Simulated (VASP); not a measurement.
Set up this calculation in VASP 6.6.1, as the native input.

```yaml
Task: single point
Functional: LDA
Potentials_or_basis: VASP PAW LDA potentials, release 64 (Ni, O)
Cutoff: 520 eV
k_mesh: 7 × 7 × 7
Occupations: gaussian, width 0.05 eV
Spin: collinear spin, antiferromagnetic start
Starting_moments: "[1.0, -1.0, 0.0, 0.0] μB"
Hubbard_terms: Ni d U = 8 eV
Supercell_matrix: "[0, 1, 1, 1, 0, 1, 1, 1, 0]"
Further_INCAR_settings: ALGO = Fast; EDIFF = 1e-06
```

The structure of NiO lies in POSCAR:

```
NiO
1.0
    4.1826190200      2.0913095100      2.0913095100
    2.0913095100      4.1826190200      2.0913095100
    2.0913095100      2.0913095100      4.1826190200
Ni O
2 2
Direct
    0.0000000000      0.0000000000      0.0000000000
    0.5000000000      0.5000000000      0.5000000000
    0.2500000000      0.2500000000      0.2500000000
    0.7500000000      0.7500000000      0.7500000000
```

One way to write it, as run:

INCAR

```
SYSTEM = NiO
PREC = Accurate
ENCUT = 520
EDIFF = 1E-6
ISMEAR = 0
SIGMA = 0.05
LREAL = .FALSE.
LASPH = .TRUE.
NELM = 100
ALGO = Fast
ISIF = 2
LWAVE = .FALSE.
LCHARG = .TRUE.
ISPIN = 2
MAGMOM = 1 -1 0 0
LORBIT = 11
LMAXMIX = 4
LDAU = .TRUE.
LDAUTYPE = 2
LDAUL = 2 -1
LDAUU = 8 0
LDAUJ = 0 0
LDAUPRINT = 1
LELF = .TRUE.
LVHAR = .TRUE.
```

KPOINTS

```
regular mesh
0
G
  7 7 7
  0 0 0
```

Potentials or basis: VASP PAW LDA potentials, release 64 (Ni, O).

Command:

```console
$ cat potpaw_LDA.64/Ni/POTCAR potpaw_LDA.64/O/POTCAR > POTCAR
$ mpirun -np 1 vasp_std > vasp.out
```

It gave:

```json
{
 "Pressure": "-21.4 GPa",
 "Band gap on the k mesh": "3.58 eV",
 "Net moment": "0.00 μB per cell",
 "Site moments": "Ni +1.78, -1.78; O +0.00 μB",
 "Valence electrons inside the program's atomic spheres": "Ni 9.06; O 4.98"
}
```

Caveat: an odd mesh through Γ misses points on the zone boundary, where band edges often lie.

Wall time 3.3 min on 1 thread of Intel(R) Xeon(R) Platinum 8488C (Sapphire Rapids) (shared host), peak memory 0.25 GiB.
